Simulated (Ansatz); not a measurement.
# Vibrational response of HfSi3O8

The calculation used DFT PBE, scalar-relativistic, plane waves, PAW (Ansatz). Plane waves to 420 eV; Γ-centred k mesh 4×4×4; fixed occupations. No spin polarisation. Phonons by linear response, acoustic sum rule imposed.

Relaxed structure:
```yaml
crystal:
  lattice:
    - [3.76526, -3.83455, -0.00036]
    - [3.76526, 3.83455, -0.00036]
    - [-0.00570, 0.00000, 7.59153]
  atoms:
    - { symbol: Hf, position: [0.98009, 0.01991, 0.00000] }
    - { symbol: Si, position: [0.02347, 0.52403, 0.26873] }
    - { symbol: Si, position: [0.47597, 0.97653, 0.73127] }
    - { symbol: Si, position: [0.52262, 0.47738, 0.50000] }
    - { symbol: O, position: [0.03767, 0.81303, 0.20631] }
    - { symbol: O, position: [0.53689, 0.23941, 0.63157] }
    - { symbol: O, position: [0.03087, 0.35537, 0.08982] }
    - { symbol: O, position: [0.54122, 0.74003, 0.60632] }
    - { symbol: O, position: [0.64463, 0.96913, 0.91018] }
    - { symbol: O, position: [0.25997, 0.45878, 0.39368] }
    - { symbol: O, position: [0.18697, 0.96233, 0.79369] }
    - { symbol: O, position: [0.76059, 0.46311, 0.36843] }
```

The structure comes from a generated guess, relaxed at this level; another structure or a mixture of phases may lie lower. Spin–orbit coupling is left out, which matters for heavy elements. Modes under 40 cm⁻¹ are poorly fixed.

Optical modes at Γ (transverse, no macroscopic field):
```csv
frequency (meV),degeneracy,IR intensity of the level ((D/Å)²/amu)
4.5,1,0.00
5.6,1,0.00
10.1,1,0.02
10.4,1,0.03
22.3,1,0.24
22.9,1,0.24
25.6,1,0.05
28.4,1,0.39
30.8,1,0.27
34.4,1,0.44
35.7,1,0.67
38.8,1,0.26
41.7,1,5.55
43.0,1,0.49
44.9,1,0.19
45.0,1,1.27
49.0,1,11.72
49.7,1,13.23
58.8,1,6.50
69.8,1,0.90
71.8,1,5.23
73.6,1,0.35
81.8,1,3.18
91.3,1,0.03
91.4,1,0.13
112.6,1,36.20
113.4,1,33.41
116.6,1,49.25
128.3,1,1.49
129.1,1,35.27
129.2,1,34.17
138.0,1,15.62
142.8,1,0.29
```

All 33 optical modes at Γ are real: no displacement of atoms at fixed cell lowers the energy to second order. Strains and modes at other wave vectors aren't tested by this run.

```json
{
 "Electronic dielectric constant ε∞ (principal values)": "2.29, 2.29, 2.32",
 "Static dielectric constant ε0 (principal values)": "4.0, 4.1, 4.1",
 "Refractive index √ε∞, mean": "1.52",
 "Kohn–Sham gap on the mesh": "5.11 eV",
 "Cost": "14 min on 1 thread of Intel(R) Xeon(R) 6975P-C (Granite Rapids) (shared host), peak memory 1.8 GiB"
}
```

Born effective charges (e):
| atom | Z*xx | Z*yy | Z*zz | mean |
| --- | --- | --- | --- | --- |
| Hf (atom 1) | 3.64 | 3.58 | 3.77 | 3.66 |
| Si (atom 2) | 3.54 | 3.61 | 3.56 | 3.57 |
| Si (atom 4) | 3.54 | 3.57 | 3.61 | 3.58 |
| O (atom 5) | -1.61 | -1.86 | -1.91 | -1.79 |
| O (atom 6) | -1.87 | -1.70 | -1.80 | -1.79 |
| O (atom 7) | -1.96 | -1.70 | -1.73 | -1.79 |
| O (atom 8) | -1.69 | -1.93 | -1.81 | -1.81 |
